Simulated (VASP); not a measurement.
Wanted: the native input for a VASP 6.6.1 run.

| Item | Value |
| --- | --- |
| Task | molecular dynamics |
| Functional | PBE |
| Potentials or basis | VASP PAW PBE potentials, release 64 (C, Cl, O, H) |
| Cutoff | 520 eV |
| k mesh | 3 × 3 × 4 |
| Occupations | fermi-dirac, width 0.05 eV |
| Spin | no spin polarisation |
| Dipole correction | no |
| Further INCAR settings | ALGO = Normal; EDIFF = 1e-05; NBANDS = 28; ISYM = 0; IBRION = 0; POTIM = 0.25; NSW = 30 |

The structure of HCClO lies in POSCAR:

```
HCClO
1.0
    5.1037400000      0.1545090000     -0.0974840000
   -0.4924420000      4.9983520000      0.8527680000
   -0.0990510000      0.2939980000      3.5120270000
C Cl O H
2 2 2 2
Direct
    0.3404620000      0.8460940000      0.8091770000
    0.0638740000      0.8601720000      0.2778310000
    0.7066160000      0.6022210000      0.6609730000
    0.4725920000      0.2027410000      0.2152400000
    0.2579290000      0.4900710000      0.5415190000
    0.9969350000      0.2602330000      0.9541860000
    0.9477560000      0.4992620000      0.2466950000
    0.0838060000      0.1675250000      0.5028740000
```

The cell was built by a generator and needn't be a form met in nature.

These files were run (other wordings do the same):

INCAR

```
SYSTEM = HCClO
PREC = Accurate
ENCUT = 520
EDIFF = 1E-5
ISMEAR = -1
SIGMA = 0.05
LREAL = .False.
LASPH = .True.
NELM = 100
ALGO = Normal
ISIF = 2
LWAVE = .False.
LCHARG = .False.
GGA = PE
NBANDS = 28
IBRION = 0
NSW = 30
POTIM = 0.25
TEBEG = 300.0
TEEND = 300.0
ISYM = 0
NELMIN = 4
RANDOM_SEED = 145124 0 0
MDALGO = 1
ANDERSEN_PROB = 0.0
```

KPOINTS

```
Automatic mesh
0
Gamma
  3 3 4
  0 0 0
```

Potentials or basis: VASP PAW PBE potentials, release 64 (C, Cl, O, H).

The run is started by

```bash
$ cat potpaw_PBE.64/C/POTCAR potpaw_PBE.64/Cl/POTCAR potpaw_PBE.64/O/POTCAR potpaw_PBE.64/H/POTCAR > POTCAR
$ mpirun -np 1 vasp_std > vasp.out
```

Wall time 5.7 min on 1 thread of Intel(R) Xeon(R) Platinum 8259CL CPU @ 2.50GHz (Skylake/Cascade Lake), on a shared host, peak memory 0.28 GiB.
